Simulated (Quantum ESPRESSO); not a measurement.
# MgS (Niningerite) in Quantum ESPRESSO: the effect of exact exchange

Crystal: MgS (Niningerite).

```
S Mg
1.0
     0.00000    2.60165    2.60165
     2.60165    0.00000    2.60165
     2.60165    2.60165    0.00000
S Mg
1 1
Direct
  0.50000 0.50000 0.50000
  0.00000 0.00000 0.00000
```

Alike in all runs:

- Program: Quantum ESPRESSO 7.5
- Task: single point
- Functional: r2SCAN-X
- Potentials or basis: SG15 PBE 1.2
- Cutoff: 952 eV
- Density cutoff: 3810 eV
- k mesh: 4 × 4 × 4
- Occupations: fixed
- Spin: no spin polarisation

| exact exchange | gap on the mesh (eV) |
| --- | --- |
| 0.05 | 3.80 |
| 0.1 | 4.09 |
| 0.15 | 4.39 |
| 0.25 | 4.99 |
| 0.35 | ? |

What does the run with exact exchange 0.35 give?

gap on the mesh 5.59 eV.

Worked out: A straight line through the other rows of the gap on the mesh, of slope 5.96 eV per unit of exact exchange, extrapolates to 5.58 eV, against the run's 5.59.

Caveats: all runs use coarse meshes.

A k mesh can miss the band edges.
